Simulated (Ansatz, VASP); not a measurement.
# One calculation of Sc, two programs

File INCAR:

```
SYSTEM = Sc
ALGO = Normal ; EDIFF = 1E-6
ENCUT = 520 ; GGA = PE
ISIF = 2 ; ISMEAR = -1
LASPH = .True. ; LCHARG = .False.
LREAL = .False. ; LWAVE = .False.
NBANDS = 12 ; NELM = 60
PREC = Accurate ; SIGMA = 0.03
```

Contents of KPOINTS:

```
k-points
0
Gamma
  13 13 13
  0 0 0
```

POSCAR

```
Sc
1.0
    0.0000000000      2.3322355254      2.3322355254
    2.3322355254      0.0000000000      2.3322355254
    2.3322355254      2.3322355254      0.0000000000
Sc
1
Direct
    0.0000000000      0.0000000000      0.0000000000
```

Input for Ansatz:

```yaml
crystal:
  lattice:
    - [0.0, 2.3322355254, 2.3322355254]
    - [2.3322355254, 0.0, 2.3322355254]
    - [2.3322355254, 2.3322355254, 0.0]
  atoms:
    - { symbol: Sc, position: [0.0, 0.0, 0.0] }
kpoints:
  mp_grid: { grid: [13, 13, 13] }
scf:
  occupations: { method: fermi_dirac, width: 0.03 }
hamiltonian:
  xc: pbe
  pseudopotentials: { kind: all_electron, lapw: { basis_error: 0.00025 } }
output:
  forces: true
  stress: true
  eigenvalues: true
```

Change from the starting cell: volume scaled by 1.03.

Alike in both runs: task single point; functional PBE; k mesh 13 × 13 × 13; occupations fermi-dirac, width 0.03 eV; no spin polarisation.

|  | VASP | Ansatz |
| --- | --- | --- |
| version | VASP 6.6.1 | Ansatz 0.2.0 |
| potentials or method | VASP PAW PBE potentials, release 64 (Sc_sv) | all-electron LAPW, scalar-relativistic |
| plane-wave cutoff (eV) | 520 | see its input |

```csv
,VASP,Ansatz,Ansatz less VASP
pressure (GPa),-1.4,-1.4,-0.02
```

Ansatz ran all-electron here, so the differences hold the error of VASP's frozen core and of both bases.
